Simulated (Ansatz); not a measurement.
**InCuS2, pressure series**

The reference is InCuS2 in the chalcopyrite structure (space group I-42d, No. 122; a = 5.577 Å, c = 11.234 Å).

Cell and atoms are relaxed at each pressure.

All numbers come from PBE (Ansatz, a program for electronic structure; PAW; 420 eV plane waves; scalar-relativistic without spin-orbit coupling).

Task: Only one of these has no band gap. Which?
A) pressure 18 GPa
B) pressure 9 GPa
C) pressure 1.8 GPa

Result: C, pressure 1.8 GPa. Computed: pressure 9 GPa: 0.24 eV; pressure 18 GPa: 0.44 eV; pressure 1.8 GPa: zero

Load acts through the strain it causes; cell and atoms are relaxed under it. No phonon test of stability was made. Competing high-pressure phases were not computed. The final runs are not spin-polarised. Gaps under 0.05 eV, about the width of the smearing, are given as zero. The zero or small gap of InCuS2 can change with the level of theory.
